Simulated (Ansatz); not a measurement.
Wurtzite InN, treated with LDA in Ansatz (PAW).

Settings: plane-wave cutoff 520 eV, 12×12×6 k mesh (along the axes of the cell as run), Fermi–Dirac smearing 0.01 eV, scalar-relativistic PAW data made under PBE.

Equation-of-state points:

| V (Å³/atom) | E − E_lowest (meV/atom) |
|---|---|
| 14.447 | 11.88 |
| 14.748 | 2.86 |
| 15.049 | 0.00 |
| 15.350 | 2.66 |
| 15.651 | 10.24 |

**Question.** Fit the third-order Birch–Murnaghan equation and give B0 and B′.

**Answer.** V0 = 15.049 Å³/atom, B0 = 147 GPa, B′ = 4.6 (fit to the energies at full precision).

Shape and atoms are relaxed at each volume.

Measured, for comparison: bulk modulus 126 GPa (room temperature, no zero-point or thermal correction; as tabulated in Phys. Rev. B 49, 14 (GaN and InN under pressure), abstract); equilibrium volume per atom 15.38 Å³/atom (300 K, no zero-point or thermal correction; as tabulated in Wikipedia's data pages). Computed less measured: bulk modulus +17 %, equilibrium volume per atom -2.1 %.

Note: this level leaves the solid without a gap, although one is measured.

Spin–orbit coupling is not included.

Ansatz is a program for electronic structure.
